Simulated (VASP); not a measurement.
# CuO (Tenorite): zone-centre modes, functional by functional, part 3 of 3

Aim: the vibrations of CuO (Tenorite) at the zone centre, at several levels of theory. The starting structure is a measured crystal structure from the Crystallography Open Database. These runs hold a net moment, 2.0 μB a cell; another magnetic start ends lower, as told below, so these aren't the modes of the lowest state.

VASP 6.6.1.

Results so far: LDA+U (Cu d 7 eV) Bg (2) 690.6 cm⁻¹; LDA+U (Cu d 7 eV) at the measured cell Bg (2) 611.7 cm⁻¹.

**4. Modes with PBEsol+U (Cu d 7 eV)**

Level of this step: PBEsol, DFT+U (Cu d 7 eV), spin-polarised from a ferromagnetic start; plane waves and PAW (Cu, O) (VASP).

PBEsol restores the gradient expansion of exchange and is tuned for the cells of solids. The cell comes from a relaxation at this level, not shown (40.01 Å³).

File INCAR:

```
SYSTEM = CuO
PREC = Accurate
ENCUT = 520
EDIFF = 1E-08
NELM = 100
ISMEAR = 0
SIGMA = 0.03
LREAL = .FALSE.
ALGO = Normal
GGA = PS
NBANDS = 26
ISPIN = 2
MAGMOM = 0.6 0.6 0 0
LDAU = .TRUE.
LDAUTYPE = 2
LDAUL = 2 -1
LDAUU = 7 0
LDAUJ = 0 0
LDAUPRINT = 1
LASPH = .TRUE.
LMAXMIX = 4
LORBIT = 11
LWAVE = .FALSE.
LCHARG = .FALSE.
KPAR = 8
IBRION = 6
NFREE = 2
POTIM = 0.015
NSW = 1
ISIF = 2
```

File POSCAR:

```
CuO
1.0
    2.2616615959     -1.7457002268      0.0529280771
    2.2616615959      1.7457002268      0.0529280771
   -0.7064499424      0.0000000000      5.0509356812
Cu O
2 2
Direct
    0.5000000000      0.0000000000      0.5000000000
    0.0000000000      0.5000000000      0.0000000000
    0.4449710943      0.5550289057      0.7500000000
    0.5550289057      0.4449710943      0.2500000000
```

File KPOINTS:

```
Automatic mesh
0
Gamma
12 12 6
0 0 0
```

PAW data sets: Cu and O (PBE family, release 64).

The run is started by

```sh
> mpirun -np 8 vasp_std
```

What it wrote:

```text
[banner, memory and clock lines left out]
running    8 mpi-ranks, on    1 nodes
[...]
[... a notice as in an earlier step ...]

|                                                                             |
|               ----> ADVICE to this user running VASP <----                  |
|                                                                             |
|     You enforced a specific xc type in the INCAR file but a different       |
|     [... a line on the potential file left out ...]
|     I HOPE YOU KNOW WHAT YOU ARE DOING!                                     |
|                                                                             |

 LDA part: xc-table for (Slater+PW92), standard interpolation
 POSCAR, INCAR and KPOINTS ok, starting setup
[...]
entering main loop
       N       E                     dE             d eps       ncg     rms          rms(c)
DAV:   1     0.304240923629E+03    0.30424E+03   -0.16136E+04 26774   0.211E+03
DAV:   2     0.200978561566E+02   -0.28414E+03   -0.26050E+03 25568   0.398E+02
[...]
DAV:  22    -0.176122182723E+02   -0.15957E-08   -0.49864E-09 14074   0.754E-04
   1 F= -.17612218E+02 E0= -.17612218E+02  d E =-.587282E-16  mag=     2.0000
[... from here on, the cycles between the ionic steps are left out ...]
   2 F= -.17610926E+02 E0= -.17610926E+02  d E =-.577075E-16  mag=     2.0000
   3 F= -.17610926E+02 E0= -.17610926E+02  d E =-.591600E-16  mag=     2.0000
   4 F= -.17611236E+02 E0= -.17611236E+02  d E =-.577702E-16  mag=     2.0000
   5 F= -.17611236E+02 E0= -.17611236E+02  d E =-.579786E-16  mag=     2.0000
   6 F= -.17610065E+02 E0= -.17610065E+02  d E =-.729315E-16  mag=     2.0000
   7 F= -.17610065E+02 E0= -.17610065E+02  d E =-.729779E-16  mag=     2.0000
   8 F= -.17611111E+02 E0= -.17611111E+02  d E =-.758048E-16  mag=     2.0000
   9 F= -.17611111E+02 E0= -.17611111E+02  d E =-.729830E-16  mag=     2.0000
  10 F= -.17611456E+02 E0= -.17611456E+02  d E =-.567488E-18  mag=     2.0000
  11 F= -.17611417E+02 E0= -.17611417E+02  d E =-.872905E-14  mag=     2.0000
  12 F= -.17610049E+02 E0= -.17610049E+02  d E =-.251778E-19  mag=     2.0000
  13 F= -.17610049E+02 E0= -.17610049E+02  d E =-.251922E-19  mag=     2.0000
 Finite differences progress:
  Degree of freedom:   6/  6
  Displacement:        2/  2
  Total:              12/ 12
```

Wall time 7.2 min (8 MPI ranks of Intel Xeon 6975P-C (Granite Rapids), shared host); peak memory 9.2 GiB; 57 min of CPU time.

OUTCAR, selected parts (step 4):

```text
  Total       -0.0073564      0.0068943      0.0008526      0.1293729      0.0701038      0.0021171
  in kB       -0.2945482      0.2760451      0.0341362      5.1800678      2.8069458      0.0847694
  external PRESSURE =       0.0052110 kB  Pullay stress =       0.0000000 kB

 POSITION                                       TOTAL-FORCE (eV/Angst)
 -----------------------------------------------------------------------------------
      0.77761     -0.87285      2.55193         0.013141     -0.015089     -0.101417
      1.13083      0.87285      0.02646         0.012422      0.013765     -0.096047
      1.73182      0.19213      3.82613        -0.038315      0.002548      0.289190
      2.08505     -0.19213      1.31566         0.012752     -0.001223     -0.091726
 -----------------------------------------------------------------------------------
    total drift:                                0.000055     -0.000039      0.000285

  FREE ENERGIE OF THE ION-ELECTRON SYSTEM (eV)
  ---------------------------------------------------
  free  energy   TOTEN  =       -17.6100489724 eV

  energy  without entropy=      -17.6100489724  energy(sigma->0) =      -17.61004897

 magnetization (x)
# of ion       s       p       d       tot
------------------------------------------
    1       -0.003   0.003   0.704   0.704
    2       -0.003   0.003   0.704   0.704
    3        0.019   0.245   0.000   0.264
    4        0.019   0.245   0.000   0.264
--------------------------------------------------
tot          0.032   0.495   1.408   1.936

[... 1 part as in an earlier step ...]

[... 2 further parts left out ...]
[key lines of the parts left out:]
E-fermi :   5.4890
```

With PBEsol+U (Cu d 7 eV) the modes are at the top Bg (2) 665.2, Bu (3) 552.4 cm⁻¹, at the bottom Au (1) 162.1, Bu (1) 149.3 cm⁻¹, with 5 more of the listed ones between; the largest shift is -33.0 cm⁻¹, in Bu (3), from LDA+U (Cu d 7 eV).

**5. Modes with PBE+U (Cu d 7 eV)**

PBE, the usual starting point, adds the gradient of the density. The cell comes from a relaxation at this level, not shown (43.55 Å³).

INCAR, as its differences from that of step 4:

```diff
@@ -9,3 +9,3 @@
 ALGO = Normal
-GGA = PS
+GGA = PE
 NBANDS = 26
```

File POSCAR:

```
CuO
1.0
    2.1827360011     -1.9145566363      0.1663933708
    2.1827360011      1.9145566363      0.1663933708
   -0.4146810880      0.0000000000      5.1792598553
Cu O
2 2
Direct
    0.5000000000      0.0000000000      0.5000000000
    0.0000000000      0.5000000000      0.0000000000
    0.4986137133      0.5013862867      0.7500000000
    0.5013862867      0.4986137133      0.2500000000
```

KPOINTS is that of step 4.

The run is started by

```sh
> mpirun -np 8 vasp_std
```

What it wrote:

```text
[banner, memory and clock lines left out]
running    8 mpi-ranks, on    1 nodes
[...]
[... a notice as in an earlier step ...]

 LDA part: xc-table for (Slater+PW92), standard interpolation
 POSCAR, INCAR and KPOINTS ok, starting setup
[...]
entering main loop
       N       E                     dE             d eps       ncg     rms          rms(c)
DAV:   1     0.312027570800E+03    0.31203E+03   -0.16179E+04 26512   0.206E+03
DAV:   2     0.241615373268E+02   -0.28787E+03   -0.26332E+03 25606   0.396E+02
DAV:   3    -0.169011215884E+02   -0.41063E+02   -0.38916E+02 27984   0.162E+02
DAV:   4    -0.183399504955E+02   -0.14388E+01   -0.14282E+01 31938   0.320E+01
[...]
DAV:  19    -0.159255905363E+02   -0.23640E-07   -0.13440E-08 16488   0.366E-03    0.291E-04
DAV:  20    -0.159255905625E+02   -0.26242E-07   -0.92747E-09 14986   0.304E-03    0.165E-04
DAV:  21    -0.159255905700E+02   -0.74906E-08   -0.14229E-08 17200   0.176E-03
   1 F= -.15925591E+02 E0= -.15925591E+02  d E =-.203864E-28  mag=     2.0000
[... from here on, the cycles between the ionic steps are left out ...]
   2 F= -.15924465E+02 E0= -.15924465E+02  d E =-.235515E-28  mag=     2.0000
   3 F= -.15924465E+02 E0= -.15924465E+02  d E =-.231423E-28  mag=     2.0000
   4 F= -.15924603E+02 E0= -.15924603E+02  d E =-.298227E-28  mag=     2.0000
   5 F= -.15924603E+02 E0= -.15924603E+02  d E =-.252007E-28  mag=     2.0000
   6 F= -.15923560E+02 E0= -.15923560E+02  d E =-.313714E-28  mag=     2.0000
   7 F= -.15923560E+02 E0= -.15923560E+02  d E =-.310397E-28  mag=     2.0000
   8 F= -.15924663E+02 E0= -.15924663E+02  d E =-.898025E-29  mag=     2.0000
   9 F= -.15924663E+02 E0= -.15924663E+02  d E =-.902045E-29  mag=     2.0000
  10 F= -.15924832E+02 E0= -.15924832E+02  d E =-.250282E-27  mag=     2.0000
  11 F= -.15924791E+02 E0= -.15924791E+02  d E =-.399050E-29  mag=     2.0000
  12 F= -.15923481E+02 E0= -.15923481E+02  d E =-.330657E-30  mag=     2.0000
  13 F= -.15923481E+02 E0= -.15923481E+02  d E =-.325769E-30  mag=     2.0000
 Finite differences progress:
  Degree of freedom:   6/  6
  Displacement:        2/  2
  Total:              12/ 12
```

The job ended after 9 min (8 MPI ranks; peak memory 9.8 GiB).

OUTCAR, selected parts (step 5):

```text
  Total        0.0226052      0.0597309      0.0343039      0.1317739      0.0203663      0.0082377
  in kB        0.8315886      2.1973526      1.2619561      4.8476366      0.7492270      0.3030462
  external PRESSURE =       1.4302991 kB  Pullay stress =       0.0000000 kB

 POSITION                                       TOTAL-FORCE (eV/Angst)
 -----------------------------------------------------------------------------------
      0.88403     -0.95728      2.67283         0.001333     -0.003472     -0.096526
      1.09137      0.95728      0.08320         0.001491      0.002768     -0.091232
      1.87173      0.00531      4.03584        -0.012787      0.002020      0.280956
      2.07907     -0.00531      1.46121         0.009964     -0.001316     -0.093197
 -----------------------------------------------------------------------------------
    total drift:                               -0.000051      0.000073      0.000385

  FREE ENERGIE OF THE ION-ELECTRON SYSTEM (eV)
  ---------------------------------------------------
  free  energy   TOTEN  =       -15.9234809395 eV

  energy  without entropy=      -15.9234809395  energy(sigma->0) =      -15.92348094

 magnetization (x)
# of ion       s       p       d       tot
------------------------------------------
    1       -0.004   0.002   0.710   0.708
    2       -0.004   0.002   0.710   0.708
    3        0.018   0.242   0.000   0.261
    4        0.018   0.242   0.000   0.261
--------------------------------------------------
tot          0.029   0.489   1.419   1.937

[... 1 part as in an earlier step ...]

[... 2 further parts left out ...]
[key lines of the parts left out:]
E-fermi :   4.8914
```

This run isn't used: its relaxed cell left the starting structure (stretched by +9 % in one direction and -13 % in another, the change of volume apart).

**6. The runs compared**

```
                                   run                 ended  Bg (2)  Bu (3)  Bu (2)  Au (3)  Au (2)     Ag  Au (1)  Bu (1)  core minutes
                     LDA+U (Cu d 7 eV)             converged   690.6   585.4   519.2   488.3   340.0  309.8   167.6   153.3          86.3
LDA+U (Cu d 7 eV) at the measured cell             converged   611.7   484.3   454.1   436.2   296.9  284.5   158.9   145.8          92.4
                  PBEsol+U (Cu d 7 eV)             converged   665.2   552.4   489.4   459.5   328.2  291.3   162.1   149.3          57.3
                     PBE+U (Cu d 7 eV)  finished, not usable       -       -       -       -       -      -       -       -          72.1
```

Modes are in cm⁻¹, degenerate ones as one, matched between runs by symmetry and order. A number in brackets counts the listed modes of one symmetry from the lowest. The symmetry labels come from an automatic analysis and can be wrong where levels nearly coincide. Between the highest four and the lowest four, 1 more is left out. Core minutes are wall time times ranks of the run shown, on a shared host.

**7. Summary of results**

| Quantity | Value |
| --- | --- |
| Bg (2), LDA+U (Cu d 7 eV) | 690.6 cm⁻¹ |
| Bu (1), LDA+U (Cu d 7 eV) | 153.3 cm⁻¹ |
| Bg (2), LDA+U (Cu d 7 eV) at the measured cell | 611.7 cm⁻¹ |
| Bu (1), LDA+U (Cu d 7 eV) at the measured cell | 145.8 cm⁻¹ |
| Bg (2), PBEsol+U (Cu d 7 eV) | 665.2 cm⁻¹ |
| Bu (1), PBEsol+U (Cu d 7 eV) | 149.3 cm⁻¹ |

What this shows: On the cells relaxed at each level, the Bg (2) mode of CuO (Tenorite), the highest of the listed ones in the run with LDA+U (Cu d 7 eV), lies between 665 cm⁻¹ (PBEsol+U (Cu d 7 eV)) and 691 cm⁻¹ (LDA+U (Cu d 7 eV)). On the cells relaxed at each level, the Bu (1) mode of CuO (Tenorite), the lowest of the listed ones in the run with LDA+U (Cu d 7 eV), lies between 149 cm⁻¹ (PBEsol+U (Cu d 7 eV)) and 153 cm⁻¹ (LDA+U (Cu d 7 eV)). Taking the measured cell, +5.1 % in volume, instead of the one relaxed with LDA+U (Cu d 7 eV) moves Bu (3) by -101.1 cm⁻¹. The edges differ by a +5.8 %, b -1.6 % and c +1.7 %. The relaxed cells differ from the measured one by up to 6 % along an edge (LDA+U (Cu d 7 eV)), so the modes are those of cells that far off. The frequencies are harmonic, and the splitting of polar modes by their long-range field is left out. Another magnetic start on this crystal ends lower by 23 meV an atom at this level, with moments of up to 0.6 μB that cancel in the cell; so the state that LDA+U (Cu d 7 eV) gives here is not the lowest. No result to use came from PBE+U (Cu d 7 eV). Further runs on this material are not shown.

[Lines on the potential files, build, host, timing and source positions are cut from VASP's logs without a mark.]

[Logs are printed without paths, hosts, clocks, repeated set-up lines and the standing remarks that a program may print on its own settings, such as how far it seeks lower states.]

[Hosts, paths, dates, database ids (printed as entryN), source tags and the programs' standing remarks are cut or masked in the printed files.]
